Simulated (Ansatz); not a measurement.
**GaP: input, output and frames of a trajectory**

Level of theory: DFT PBE, scalar-relativistic, plane waves, PAW (Ansatz 0.2.0). Cutoff 420 eV, shifted (0.5, 0.5, 0.5 steps) 2×2×2 k-points, Fermi–Dirac smearing of 0.16 eV. The mesh is coarse. No spin polarisation.

16 atoms, starting at 1.06 times the perfect crystal's volume (space group F-43m, the cell as given, not relaxed at this level); Langevin thermostat at 1800 K (friction 0.05 fs⁻¹), fixed cell; 40 steps of 1.5 fs. The run is short and not equilibrated.

The run converged.

Command:
```bash
ansatz run input.yaml --threads 4 --pin off --max-ram 5120MiB --backend cpu --events-out ev --progress --plain --runs-dir out
```

Input:
```yaml
crystal:
  lattice:
    - [5.5573996886, 0.0, 5.5573996886]
    - [0.0, -5.5573996886, 5.5573996886]
    - [5.5573996886, -5.5573996886, 0.0]
  atoms:
    - { symbol: Ga, position: [0.0, 0.0, 0.5] }
    - { symbol: Ga, position: [0.0, 0.5, 0.5] }
    - { symbol: Ga, position: [0.5, 0.0, 0.5] }
    - { symbol: Ga, position: [0.5, 0.5, 0.5] }
    - { symbol: Ga, position: [0.0, 0.0, 0.0] }
    - { symbol: Ga, position: [0.0, 0.5, 0.0] }
    - { symbol: Ga, position: [0.5, 0.0, 0.0] }
    - { symbol: Ga, position: [0.5, 0.5, 0.0] }
    - { symbol: P, position: [0.125, 0.625, 0.125] }
    - { symbol: P, position: [0.125, 0.125, 0.125] }
    - { symbol: P, position: [0.625, 0.625, 0.125] }
    - { symbol: P, position: [0.625, 0.125, 0.125] }
    - { symbol: P, position: [0.125, 0.625, 0.625] }
    - { symbol: P, position: [0.125, 0.125, 0.625] }
    - { symbol: P, position: [0.625, 0.625, 0.625] }
    - { symbol: P, position: [0.625, 0.125, 0.625] }
basis:
  ecutwfc: 420
kpoints:
  mp_grid: { grid: [2, 2, 2], shift: [0.5, 0.5, 0.5] }
hamiltonian:
  xc: pbe
scf:
  occupations: { method: fermi_dirac, width: 0.1551 }
  lower_state_search: "off"
  convergence: { dr2_threshold: 1.0e-07 }
output:
  forces: true
  stress: true
md:
  timestep: 1.5
  n_steps: 40
  ensemble: nvt_langevin
  temperature: 1800.0
  initial_velocities: maxwell_boltzmann
  seed: 53203
  friction: 0.05
```

Output (its end):
```
...
md step    40: t =    60.00 fs T =  1486.7 K  F+E_penalty+E_count = -36313.73437616 eV  E_kin = 3.074635 eV  P_inst = 0.8882 GPa (7 SCF iters)
SCF converged after 7 iterations
Free energy (F): -36313.734376 eV
Harris-Foulkes:  -36313.734376 eV  (|F-HF|=6.25e-8)
Internal energy: -36313.704736 eV  (E = F + TS)
E sigma→0 (E₀):  -36313.719556 eV
Entropy (-TS):   -0.029640 eV (-1.852 meV/atom)
Fermi energy:    7.040601 eV
--- Per-component energies (eV) ---
  E_band       = -559.110333
  E_kinetic    = 1478.926697
  E_local      = -18008.205633  (includes V_loc(G=0)·N_el)
  E_nonlocal   = 3669.847812
  E_hartree    = 8298.319177
  E_xc         = -1040.149129
  E_vxc        = -943.955528  (∫ρ·V_xc dr)
  E_paw        = -20466.899229  (= ΣΔE_a)
  E_vpaw       = -3352.355504  (= ΣTr[D̂ρ^β])
  E_aug_tail   = -0.000928  (compensation charges beyond the density's cutoff)
  E_ewald      = -10245.543502
  E_smearing   = -0.029640  (= −TS)
  E_closure    = -0.000000  (closes the sum)
  Σ components = -36313.734376   (vs F -36313.734376, Δ=0.00e0)
--- Forces (eV/Å), atoms counted from 1 ---
  atom   1  Ga    -1.52016754    -1.54047434     1.10656984
  atom   2  Ga    -1.00624932     0.16849345     0.05590076
  atom   3  Ga     0.81542102     0.36215865    -0.04377462
  atom   4  Ga     2.30903168     0.15718800     0.47172386
  atom   5  Ga    -0.03066477    -0.96213082     1.92753794
  atom   6  Ga    -0.48925339     0.47949552     1.00710347
  atom   7  Ga    -2.85851014    -2.17983169     3.38778032
  atom   8  Ga    -1.45987598     0.50347077     0.30058702
  atom   9  P      1.86333443     0.36867633    -1.51099647
  atom  10  P     -0.10420190     0.10091885    -1.68669778
  atom  11  P      2.08773813     3.35415415    -1.84585417
  atom  12  P     -1.35037580    -0.58168711    -0.24713607
  atom  13  P      0.12023424    -0.95650981    -2.59724592
  atom  14  P     -1.13181051    -0.04601809     0.10947564
  atom  15  P      1.36380373     0.32625387    -0.51187313
  atom  16  P      1.39154318     0.44583174     0.07689563
  max |Σ_I F_I| component: 1.05e-5 eV/Å
--- Stress (GPa, compression-positive) ---
       -0.803568       3.089187      -1.727373
        3.089187       0.219349      -0.496136
       -1.727373      -0.496136       0.378829
  P = ⅓ Tr σ = -0.0685 GPa (-0.685 kbar)
--- MD trajectory: 40 steps, t = 0.0 → 60.0 fs ---
  final state: T = 1486.7 K   F+E_penalty+E_count = -36313.73437616 eV   E_kin = 3.074635 eV
```

Frames along the run (Å, eV/Å; dE is the potential energy from the first frame):

```xyz
16
Lattice="5.557 0.000 5.557 0.000 -5.557 5.557 5.557 -5.557 0.000" Properties=species:S:1:pos:R:3:forces:R:3 pbc="T T T" time_fs=0.00 dE_eV=0.0000 T_K=1688
Ga    2.779   -2.779    0.000    0.013   -0.013    0.013
Ga    2.779   -5.557    2.779    0.013   -0.013    0.013
Ga    5.557   -2.779    2.779    0.013   -0.013    0.013
Ga    5.557   -5.557    5.557    0.013   -0.013    0.013
Ga    0.000    0.000    0.000    0.013   -0.013    0.013
Ga    0.000   -2.779    2.779    0.013   -0.013    0.013
Ga    2.779    0.000    2.779    0.013   -0.013    0.013
Ga    2.779   -2.779    5.557    0.013   -0.013    0.013
P     1.389   -4.168    4.168   -0.013    0.013   -0.013
P     1.389   -1.389    1.389   -0.013    0.013   -0.013
P     4.168   -4.168    6.947   -0.013    0.013   -0.013
P     4.168   -1.389    4.168   -0.013    0.013   -0.013
P     4.168   -6.947    4.168   -0.013    0.013   -0.013
P     4.168   -4.168    1.389   -0.013    0.013   -0.013
P     6.947   -6.947    6.947   -0.013    0.013   -0.013
P     6.947   -4.168    4.168   -0.013    0.013   -0.013
16
Lattice="5.557 0.000 5.557 0.000 -5.557 5.557 5.557 -5.557 0.000" Properties=species:S:1:pos:R:3:forces:R:3 pbc="T T T" time_fs=4.50 dE_eV=0.1982 T_K=1569
Ga    2.810   -2.766    0.013    0.007    0.032   -0.417
Ga    2.778   -5.549    2.766   -0.203    0.075    0.412
Ga    5.551   -2.802    2.777   -0.036    0.226    0.494
Ga    5.523   -5.574    5.553    0.675    0.289    0.278
Ga   -0.004   -0.003   -0.021    0.053    0.165    0.512
Ga    0.004   -2.792    2.762    0.160    0.201    0.344
Ga    2.771   -0.006    2.757    0.002    0.059    0.144
Ga    2.786   -2.798    5.556   -0.004    0.471    0.441
P     1.411   -4.134    4.208   -0.327   -0.385   -0.416
P     1.420   -1.451    1.367   -0.412    0.738    0.168
P     4.185   -4.142    6.953   -0.227   -0.373   -0.075
P     4.136   -1.355    4.213    0.218   -0.334   -0.561
P     4.180   -6.903    4.166   -0.109   -0.447   -0.233
P     4.101   -4.135    1.418    0.838   -0.359   -0.284
P     6.952   -6.947    7.006   -0.221   -0.095   -0.587
P     6.988   -4.150    4.194   -0.415   -0.262   -0.220
16
Lattice="5.557 0.000 5.557 0.000 -5.557 5.557 5.557 -5.557 0.000" Properties=species:S:1:pos:R:3:forces:R:3 pbc="T T T" time_fs=9.00 dE_eV=0.6538 T_K=1282
Ga    2.827   -2.750    0.013   -0.137    0.169   -0.775
Ga    2.774   -5.534    2.764   -0.385    0.120    0.633
Ga    5.533   -2.823    2.755    0.047    0.265    0.864
Ga    5.493   -5.588    5.558    1.140    0.536    0.533
Ga   -0.005   -0.012   -0.043    0.140    0.307    0.861
Ga   -0.006   -2.816    2.753    0.443    0.487    0.616
Ga    2.775   -0.020    2.748   -0.181    0.235    0.308
Ga    2.805   -2.808    5.537    0.056    0.912    1.086
P     1.449   -4.104    4.262   -0.970   -0.817   -1.032
P     1.451   -1.472    1.364   -0.887    0.943    0.267
P     4.175   -4.137    6.968   -0.216   -0.538   -0.226
P     4.104   -1.336    4.236    0.533   -0.494   -0.859
P     4.174   -6.860    4.167   -0.090   -0.906   -0.457
P     4.030   -4.106    1.422    1.541   -0.664   -0.312
P     6.953   -6.946    7.054   -0.326   -0.189   -1.013
P     7.008   -4.147    4.222   -0.707   -0.366   -0.495
16
Lattice="5.557 0.000 5.557 0.000 -5.557 5.557 5.557 -5.557 0.000" Properties=species:S:1:pos:R:3:forces:R:3 pbc="T T T" time_fs=13.50 dE_eV=1.1790 T_K=1647
Ga    2.854   -2.738    0.008   -0.637    0.210   -1.097
Ga    2.774   -5.512    2.775   -0.540    0.241    0.699
Ga    5.496   -2.829    2.733    0.372    0.311    1.093
Ga    5.456   -5.591    5.583    1.421    0.423    0.506
Ga    0.004   -0.026   -0.052    0.227    0.434    0.986
Ga   -0.009   -2.844    2.730    0.687    0.858    0.936
Ga    2.790   -0.027    2.750   -0.583    0.535    0.358
Ga    2.816   -2.803    5.518    0.488    1.529    1.726
P     1.480   -4.052    4.324   -1.763   -1.594   -1.847
P     1.482   -1.476    1.369   -1.163    0.922    0.257
P     4.170   -4.132    6.968   -0.396   -0.556   -0.218
P     4.086   -1.315    4.221    0.805   -0.649   -0.678
P     4.146   -6.835    4.172    0.202   -1.117   -0.622
P     3.993   -4.077    1.413    1.824   -1.103   -0.178
P     6.960   -6.938    7.087   -0.471   -0.242   -1.162
P     6.969   -4.162    4.258   -0.473   -0.204   -0.758
16
Lattice="5.557 0.000 5.557 0.000 -5.557 5.557 5.557 -5.557 0.000" Properties=species:S:1:pos:R:3:forces:R:3 pbc="T T T" time_fs=18.00 dE_eV=1.7571 T_K=1326
Ga    2.866   -2.736    0.016   -1.013    0.299   -1.468
Ga    2.783   -5.493    2.803   -0.838    0.267    0.433
Ga    5.453   -2.844    2.693    0.860    0.549    1.617
Ga    5.414   -5.585    5.609    1.694    0.191    0.335
Ga    0.024   -0.034   -0.061    0.356    0.516    1.216
Ga   -0.013   -2.878    2.715    0.953    1.266    1.197
Ga    2.812   -0.026    2.755   -0.872    0.611    0.504
Ga    2.808   -2.790    5.503    1.014    2.031    2.311
P     1.487   -4.015    4.365   -2.257   -2.174   -2.429
P     1.502   -1.484    1.383   -1.286    0.963    0.252
P     4.180   -4.134    6.977   -0.874   -0.448   -0.351
P     4.097   -1.288    4.235    0.680   -0.892   -0.768
P     4.125   -6.816    4.168    0.417   -1.369   -0.503
P     3.983   -4.047    1.416    1.653   -1.710   -0.205
P     6.935   -6.936    7.110   -0.276   -0.081   -1.180
P     6.926   -4.178    4.288   -0.213   -0.020   -0.960
16
Lattice="5.557 0.000 5.557 0.000 -5.557 5.557 5.557 -5.557 0.000" Properties=species:S:1:pos:R:3:forces:R:3 pbc="T T T" time_fs=22.50 dE_eV=2.2219 T_K=1188
Ga    2.873   -2.746    0.029   -1.311    0.310   -1.639
Ga    2.794   -5.467    2.818   -1.140   -0.028    0.417
Ga    5.403   -2.867    2.674    1.440    0.924    1.954
Ga    5.385   -5.580    5.627    1.779   -0.030    0.174
Ga    0.042   -0.042   -0.063    0.613    0.677    1.401
Ga   -0.022   -2.915    2.707    1.337    1.767    1.552
Ga    2.839   -0.022    2.773   -1.269    0.701    0.233
Ga    2.809   -2.767    5.503    1.239    2.368    2.464
P     1.488   -3.986    4.393   -2.395   -2.450   -2.692
P     1.498   -1.493    1.384   -1.147    1.026    0.421
P     4.195   -4.118    6.983   -1.439   -0.659   -0.578
P     4.117   -1.233    4.243    0.437   -1.514   -0.716
P     4.104   -6.821    4.182    0.509   -1.348   -0.565
P     3.985   -4.054    1.418    1.399   -1.959   -0.424
P     6.897   -6.931    7.112   -0.046   -0.007   -0.974
P     6.892   -4.205    4.299   -0.005    0.221   -1.027
16
Lattice="5.557 0.000 5.557 0.000 -5.557 5.557 5.557 -5.557 0.000" Properties=species:S:1:pos:R:3:forces:R:3 pbc="T T T" time_fs=27.00 dE_eV=2.6351 T_K=1124
Ga    2.876   -2.761    0.050   -1.546    0.362   -1.926
Ga    2.816   -5.449    2.809   -1.602   -0.478    0.688
Ga    5.370   -2.883    2.660    1.660    1.014    2.163
Ga    5.364   -5.569    5.642    1.853   -0.362    0.044
Ga    0.079   -0.051   -0.064    0.425    0.492    1.337
Ga   -0.031   -2.937    2.712    1.650    2.142    1.863
Ga    2.857   -0.024    2.785   -1.621    0.942   -0.117
Ga    2.824   -2.747    5.511    0.832    2.082    2.118
P     1.454   -3.978    4.409   -1.731   -2.090   -2.517
P     1.507   -1.513    1.382   -1.235    1.205    0.673
P     4.221   -4.103    6.985   -2.055   -0.828   -0.702
P     4.114   -1.198    4.227    0.723   -1.874   -0.264
P     4.076   -6.831    4.213    0.597   -1.176   -0.781
P     3.967   -4.069    1.415    1.672   -2.052   -0.450
P     6.860   -6.950    7.108    0.269    0.215   -0.830
P     6.874   -4.232    4.335    0.107    0.404   -1.298
16
Lattice="5.557 0.000 5.557 0.000 -5.557 5.557 5.557 -5.557 0.000" Properties=species:S:1:pos:R:3:forces:R:3 pbc="T T T" time_fs=33.00 dE_eV=2.7480 T_K=1061
Ga    2.868   -2.753    0.063   -1.538   -0.106   -1.933
Ga    2.833   -5.436    2.794   -2.011   -0.947    0.926
Ga    5.340   -2.910    2.661    1.933    1.096    2.260
Ga    5.333   -5.586    5.654    2.023   -0.284    0.047
Ga    0.114   -0.042   -0.075    0.353    0.216    1.526
Ga   -0.043   -2.944    2.740    1.753    2.277    1.856
Ga    2.881   -0.021    2.794   -1.832    0.799   -0.075
Ga    2.870   -2.730    5.535   -0.072    1.458    1.410
P     1.415   -3.995    4.388   -0.444   -1.134   -1.854
P     1.527   -1.537    1.400   -1.503    1.472    0.842
P     4.229   -4.113    7.016   -2.149   -0.746   -0.982
P     4.172   -1.187    4.206    0.411   -2.106   -0.056
P     4.053   -6.845    4.247    0.525   -0.991   -1.217
P     3.968   -4.090    1.411    1.601   -1.915   -0.873
P     6.801   -6.972    7.096    0.780    0.349   -0.721
P     6.857   -4.268    4.328    0.169    0.560   -1.157
16
Lattice="5.557 0.000 5.557 0.000 -5.557 5.557 5.557 -5.557 0.000" Properties=species:S:1:pos:R:3:forces:R:3 pbc="T T T" time_fs=37.50 dE_eV=2.6476 T_K=1355
Ga    2.842   -2.724    0.053   -1.167   -0.936   -1.515
Ga    2.836   -5.433    2.793   -2.067   -1.045    0.898
Ga    5.333   -2.927    2.667    1.836    1.013    2.154
Ga    5.325   -5.608    5.656    1.818   -0.129    0.287
Ga    0.135   -0.012   -0.094    0.246   -0.151    1.904
Ga   -0.042   -2.951    2.750    1.561    2.196    1.589
Ga    2.885   -0.004    2.817   -1.887    0.423    0.168
Ga    2.900   -2.725    5.551   -0.555    1.200    1.075
P     1.392   -4.012    4.367    0.373   -0.460   -1.600
P     1.556   -1.545    1.424   -1.841    1.677    0.962
P     4.192   -4.129    7.046   -1.595   -0.573   -1.171
P     4.215   -1.185    4.212    0.036   -2.155   -0.214
P     4.033   -6.856    4.261    0.632   -0.830   -1.493
P     3.990   -4.128    1.392    1.256   -1.358   -1.237
P     6.775   -6.985    7.099    0.998    0.378   -0.724
P     6.821   -4.291    4.327    0.355    0.750   -1.081
16
Lattice="5.557 0.000 5.557 0.000 -5.557 5.557 5.557 -5.557 0.000" Properties=species:S:1:pos:R:3:forces:R:3 pbc="T T T" time_fs=42.00 dE_eV=2.5762 T_K=1117
Ga    2.815   -2.689    0.050   -0.718   -1.465   -1.223
Ga    2.854   -5.442    2.795   -2.090   -0.840    0.622
Ga    5.337   -2.929    2.687    1.632    0.781    1.930
Ga    5.328   -5.623    5.660    1.673    0.009    0.609
Ga    0.137    0.012   -0.140    0.295   -0.259    2.247
Ga   -0.021   -2.955    2.748    1.250    2.115    1.264
Ga    2.881    0.022    2.837   -1.987    0.085    0.492
Ga    2.933   -2.730    5.576   -0.891    1.166    0.761
P     1.392   -4.007    4.343    0.807   -0.225   -1.432
P     1.575   -1.525    1.446   -2.062    1.704    0.962
P     4.147   -4.136    7.072   -0.783   -0.401   -1.218
P     4.245   -1.197    4.202   -0.323   -2.119   -0.310
P     4.021   -6.833    4.265    0.711   -1.083   -1.454
P     4.033   -4.160    1.373    0.848   -0.877   -1.398
P     6.781   -7.019    7.107    1.076    0.623   -0.785
P     6.790   -4.282    4.346    0.563    0.788   -1.068
16
Lattice="5.557 0.000 5.557 0.000 -5.557 5.557 5.557 -5.557 0.000" Properties=species:S:1:pos:R:3:forces:R:3 pbc="T T T" time_fs=46.50 dE_eV=2.4372 T_K=1532
Ga    2.812   -2.675    0.035   -0.843   -1.412   -0.577
Ga    2.865   -5.468    2.789   -1.941   -0.572    0.366
Ga    5.345   -2.939    2.715    1.481    0.587    1.588
Ga    5.340   -5.646    5.662    1.727    0.259    1.006
Ga    0.136    0.028   -0.163    0.282   -0.399    2.406
Ga    0.005   -2.950    2.748    0.813    1.797    0.965
Ga    2.885    0.048    2.826   -2.152   -0.486    1.243
Ga    2.963   -2.734    5.603   -1.132    1.094    0.424
P     1.400   -4.018    4.335    1.130    0.015   -1.435
P     1.576   -1.485    1.489   -1.773    1.143    0.315
P     4.108   -4.170    7.084    0.323    0.303   -1.221
P     4.280   -1.224    4.189   -0.723   -1.861   -0.392
P     4.038   -6.808    4.287    0.430   -1.449   -1.755
P     4.084   -4.193    1.343    0.417   -0.575   -1.169
P     6.794   -7.050    7.099    1.099    0.715   -0.670
P     6.762   -4.276    4.365    0.860    0.841   -1.096
16
Lattice="5.557 0.000 5.557 0.000 -5.557 5.557 5.557 -5.557 0.000" Properties=species:S:1:pos:R:3:forces:R:3 pbc="T T T" time_fs=51.00 dE_eV=2.4358 T_K=1876
Ga    2.807   -2.656    0.018   -1.011   -1.381    0.093
Ga    2.858   -5.506    2.775   -1.673   -0.301    0.263
Ga    5.364   -2.958    2.755    1.306    0.450    1.083
Ga    5.336   -5.662    5.662    1.919    0.344    1.211
Ga    0.137    0.042   -0.155    0.167   -0.589    2.375
Ga    0.029   -2.948    2.729    0.291    1.419    0.765
Ga    2.886    0.067    2.819   -2.427   -1.254    2.277
Ga    2.986   -2.742    5.618   -1.334    0.930    0.276
P     1.379   -4.027    4.322    1.572    0.218   -1.377
P     1.559   -1.432    1.540   -1.396    0.446   -0.488
P     4.072   -4.246    7.087    1.396    1.564   -1.526
P     4.320   -1.264    4.191   -1.061   -1.459   -0.423
P     4.064   -6.810    4.298    0.093   -1.601   -2.152
P     4.131   -4.223    1.321   -0.051   -0.217   -0.817
P     6.802   -7.050    7.106    1.082    0.536   -0.666
P     6.737   -4.281    4.362    1.127    0.896   -0.895
16
Lattice="5.557 0.000 5.557 0.000 -5.557 5.557 5.557 -5.557 0.000" Properties=species:S:1:pos:R:3:forces:R:3 pbc="T T T" time_fs=55.50 dE_eV=2.5404 T_K=1795
Ga    2.796   -2.643    0.007   -1.192   -1.392    0.590
Ga    2.844   -5.540    2.762   -1.260   -0.011    0.136
Ga    5.397   -2.968    2.804    1.039    0.321    0.635
Ga    5.304   -5.670    5.683    2.138    0.329    0.939
Ga    0.147    0.061   -0.117    0.089   -0.746    2.034
Ga    0.051   -2.944    2.713   -0.215    1.042    0.740
Ga    2.898    0.068    2.817   -2.788   -1.900    3.141
Ga    2.997   -2.738    5.626   -1.485    0.737    0.244
P     1.366   -4.027    4.307    1.835    0.155   -1.240
P     1.502   -1.390    1.592   -0.736    0.061   -1.188
P     4.044   -4.305    7.085    2.025    2.691   -1.840
P     4.356   -1.304    4.213   -1.194   -0.958   -0.367
P     4.085   -6.839    4.300   -0.112   -1.433   -2.421
P     4.196   -4.222    1.301   -0.768   -0.101   -0.289
P     6.773   -7.042    7.110    1.312    0.444   -0.660
P     6.721   -4.290    4.346    1.312    0.762   -0.454
16
Lattice="5.557 0.000 5.557 0.000 -5.557 5.557 5.557 -5.557 0.000" Properties=species:S:1:pos:R:3:forces:R:3 pbc="T T T" time_fs=60.00 dE_eV=2.6680 T_K=1487
Ga    2.801   -2.644   -0.011   -1.520   -1.540    1.107
Ga    2.828   -5.568    2.759   -1.006    0.168    0.056
Ga    5.428   -2.987    2.866    0.815    0.362   -0.044
Ga    5.264   -5.672    5.702    2.309    0.157    0.472
Ga    0.153    0.072   -0.086   -0.031   -0.962    1.928
Ga    0.064   -2.935    2.703   -0.489    0.479    1.007
Ga    2.900    0.057    2.832   -2.859   -2.180    3.388
Ga    2.989   -2.718    5.635   -1.460    0.503    0.301
P     1.374   -4.047    4.322    1.863    0.369   -1.511
P     1.454   -1.385    1.637   -0.104    0.101   -1.687
P     4.027   -4.344    7.083    2.088    3.354   -1.846
P     4.391   -1.336    4.230   -1.350   -0.582   -0.247
P     4.087   -6.883    4.299    0.120   -0.957   -2.597
P     4.232   -4.214    1.297   -1.132   -0.046    0.109
P     6.751   -7.036    7.101    1.364    0.326   -0.512
P     6.726   -4.296    4.326    1.392    0.446    0.077
```